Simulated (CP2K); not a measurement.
Input of a CP2K 2026.2 run:

au_scf.inp

```
&GLOBAL
  PROJECT au_scf
  RUN_TYPE ENERGY_FORCE
  PRINT_LEVEL LOW
&END GLOBAL
&FORCE_EVAL
  METHOD QS
  STRESS_TENSOR ANALYTICAL
  &DFT
    BASIS_SET_FILE_NAME BASIS_MOLOPT_UZH
    POTENTIAL_FILE_NAME POTENTIAL_UZH
    &MGRID
      CUTOFF 500
      REL_CUTOFF 60
      NGRIDS 4
    &END MGRID
    &QS
      METHOD GPW
      EPS_DEFAULT 1.0E-10
    &END QS
    &KPOINTS
      SCHEME MONKHORST-PACK 11 11 6
      GAMMA_CENTERED T
      SYMMETRY T
      SYMMETRY_BACKEND SPGLIB
    &END KPOINTS
    &SCF
      SCF_GUESS ATOMIC
      EPS_SCF 1.0E-6
      MAX_SCF 100
      ADDED_MOS 16
      CHOLESKY OFF
      EPS_EIGVAL 1.0E-7
      &DIAGONALIZATION ON
        ALGORITHM STANDARD
      &END DIAGONALIZATION
      &MIXING ON
        METHOD BROYDEN_MIXING
        ALPHA 0.4
        BETA 1.5
        NBUFFER 8
      &END MIXING
      &SMEAR ON
        METHOD FERMI_DIRAC
        ELECTRONIC_TEMPERATURE [K] 580.226
      &END SMEAR
    &END SCF
    &XC
      &XC_FUNCTIONAL
        &GGA_X_PBE_SOL
        &END GGA_X_PBE_SOL
        &GGA_C_PBE_SOL
        &END GGA_C_PBE_SOL
      &END XC_FUNCTIONAL
    &END XC
    &PRINT
      &KPOINTS ON
      &END KPOINTS
      &MULLIKEN ON
      &END MULLIKEN
      &MO ON
        ENERGIES T
        OCCUPATION_NUMBERS T
        &EACH
          QS_SCF 0
        &END EACH
        ADD_LAST NUMERIC
      &END MO
      &LOWDIN ON
      &END LOWDIN
      &HIRSHFELD ON
        SHAPE_FUNCTION DENSITY
      &END HIRSHFELD
      &E_DENSITY_CUBE ON
        STRIDE 2
      &END E_DENSITY_CUBE
      &V_HARTREE_CUBE ON
        STRIDE 2
      &END V_HARTREE_CUBE
      &ELF_CUBE ON
        STRIDE 2
      &END ELF_CUBE
    &END PRINT
  &END DFT
  &SUBSYS
    &CELL
      ABC 2.9000000000 2.9000000000 4.8800000000
      ALPHA_BETA_GAMMA 90.0000000000 90.0000000000 119.9999999998
      PERIODIC XYZ
    &END CELL
    &COORD
      Au  1.4500000001 0.8371578902 1.2200000000
      Au  -0.0000000001 1.6743157808 3.6600000000
    &END COORD
    &KIND Au
      BASIS_SET TZVP-MOLOPT-PBE-GTH-q11
      POTENTIAL GTH-PBE-q11
    &END KIND
    &PRINT
      &ATOMIC_COORDINATES ON
      &END ATOMIC_COORDINATES
      &CELL ON
      &END CELL
    &END PRINT
  &END SUBSYS
  &PRINT
    &FORCES ON
    &END FORCES
    &STRESS_TENSOR ON
    &END STRESS_TENSOR
  &END PRINT
&END FORCE_EVAL
```

Potentials or basis: POTENTIAL_UZH Au GTH-PBE-q11; TZVP-MOLOPT-PBE-GTH basis.

Run with:

```sh
$ OMP_NUM_THREADS=1 cp2k.psmp -i au_scf.inp -o au_scf.out
```

Problem. Predict the pressure.

Solution. -0.9 GPa.

Problem. Predict the band gap on the k mesh.

Solution. None (metal or under the smearing width).

Stress tensor (GPa, compression positive):
```
-0.51  0.00  0.00
 0.00 -0.51  0.00
 0.00  0.00 -1.77
```

Caveat: the potentials were made for another functional, which shifts forces and pressure; the basis of atomic orbitals isn't converged, which shifts pressures, moduli and gaps. Spin-orbit coupling is left out, which matters for the levels of Au.
